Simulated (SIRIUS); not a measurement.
# BP under changes of volume

One of the cells (11.682 Å³/atom); the others are scaled copies at fixed shape and fractional positions:

```
P B
1.0
     0.00000    2.26900    2.26900
     2.26900    0.00000    2.26900
     2.26900    2.26900    0.00000
P B
1 1
Direct
  0.75000 0.75000 0.75000
  0.00000 0.00000 0.00000
```

| Item | Value |
| --- | --- |
| Program | SIRIUS 7.12.0 |
| Functional | RPBE |
| Potentials or basis | all-electron FP-LAPW |
| Cutoff | 242 eV |
| Basis | apw+lo standard |
| k mesh | 10 × 10 × 10 |
| Occupations | fermi-dirac, width 0.05 eV |
| Spin | no spin polarisation |

```csv
volume (Å³/atom),energy over the lowest point (meV/atom),gap on the mesh (eV)
10.981,45.04,1.18
11.214,25.29,1.21
11.448,11.56,1.24
11.682,3.27,1.27
11.915,0.00,1.30
12.149,?,?
12.383,6.45,1.35
```

What does the run at 12.149 Å³/atom give?

Energy over the lowest point 1.14 meV/atom; gap on the mesh 1.33 eV.

Worked out: A Birch-Murnaghan fit of order 3 (a polynomial in V^(-2/3)) to the other rows has its minimum at 11.97 Å³/atom with B0 = V·E''(V) = 154 GPa and B' = 4.1. It gives 1.19 meV/atom at 12.149 Å³/atom, against the run's 1.14. A straight line through the other rows of the gap, of slope 1.43 eV per unit of ln V, gives 1.32 eV, against the run's 1.33.

Energies are extrapolated to zero smearing.

A mesh can miss the band edges.
